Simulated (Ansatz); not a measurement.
Input and command of a plane-wave DFT calculation in Ansatz:

```yaml
crystal:
  lattice:
    - [3.1831777528, 0.0, 0.0]
    - [-1.5915888764, 2.7567127987, 0.0]
    - [0.0, 0.0, 7.7963544406]
  atoms:
    - { symbol: Hf, position: [0.0, 0.0, 0.0] }
    - { symbol: "N", position: [0.6666666667, 0.3333333333, 0.1666666667] }
    - { symbol: Hf, position: [0.3333333333, 0.6666666667, 0.3333333333] }
    - { symbol: "N", position: [0.0, 0.0, 0.5] }
    - { symbol: Hf, position: [0.6666666667, 0.3333333333, 0.6666666667] }
    - { symbol: "N", position: [0.3333333333, 0.6666666667, 0.8333333333] }
basis:
  ecutwfc: 420
kpoints:
  mp_grid: { grid: [21, 21, 12] }
hamiltonian:
  xc: pbesol
scf:
  occupations: { method: gaussian, width: 0.1 }
output:
  forces: true
  stress: true
  eigenvalues: true
```

```bash
ansatz run input.yaml --threads 1 --pin off --max-ram 2560MiB --backend cpu --events-out ev --progress --plain --runs-dir out
```

Processor: Intel(R) Xeon(R) Processor @ 2.50GHz (Skylake/Cascade Lake), 1 thread, on a host shared with other jobs.

Q: How long does it run, and how much memory does it take?

A: About 3.5 min on 1 thread of Intel(R) Xeon(R) Processor @ 2.50GHz (Skylake/Cascade Lake), with other jobs on the host, peak memory 1.4 GiB. It solves 56 bands at 521 k points (the mesh reduced by the symmetry that the task leaves, which can be less than the crystal's) with about 1359 plane waves, in 7 SCF iterations.
